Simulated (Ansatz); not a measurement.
**InSb under pressure**

Computed with Ansatz, DFT PBE, scalar-relativistic, plane waves, PAW. Run with 420 eV cutoff, 12×12×12 k-mesh, Gaussian smearing of 0.10 eV, no spin polarisation.

Starting point, cell and atoms relaxed:

```yaml
crystal:
  lattice:
    - [0.00000, 3.31661, 3.31661]
    - [3.31661, 0.00000, 3.31661]
    - [3.31661, 3.31661, 0.00000]
  atoms:
    - { symbol: In, position: [0.00000, 0.00000, 0.00000] }
    - { symbol: Sb, position: [0.25000, 0.25000, 0.25000] }
```

Cell and atoms are relaxed at each pressure within the symmetry of the start, at zero temperature, so transitions that lower the symmetry aren't seen. The k-mesh given is that at zero pressure and may differ at others. a, b and c are the lengths of the cell vectors above. ΔH is E + PV over the energy at zero pressure. Gaps are Kohn–Sham gaps over the whole zone.

Spin-orbit coupling is left out, which matters for the bands and energies of heavy elements.

```
P (GPa) V (Å³/atom) V/V0  a (Å) b (Å) c (Å)  ΔH (eV/atom) gap (eV)
     -2        38.93  1.067  4.793  4.793  4.793        -0.470     metal
      0        36.48  1.000  4.690  4.690  4.690         0.000     metal
      2            ?      ?      ?      ?      ?             ?         ?
      5        32.86  0.901  4.530  4.530  4.530         1.077     metal
     10            ?      ?      ?      ?      ?             ?         ?
     20        27.64  0.758  4.276  4.276  4.276         3.874      0.86
     40        24.24  0.665  4.093  4.093  4.093         7.092      0.52
```

Task: What stands in the row for 2 GPa?

Result: V 34.82 Å³/atom; V/V0 0.954; a 4.618 Å; b 4.618 Å; c 4.618 Å; ΔH 0.445 eV/atom; gap metal.

Task: What stands in the row for 10 GPa?

Result: V 30.58 Å³/atom; V/V0 0.838; a 4.423 Å; b 4.423 Å; c 4.423 Å; ΔH 2.065 eV/atom; gap 0.43 eV.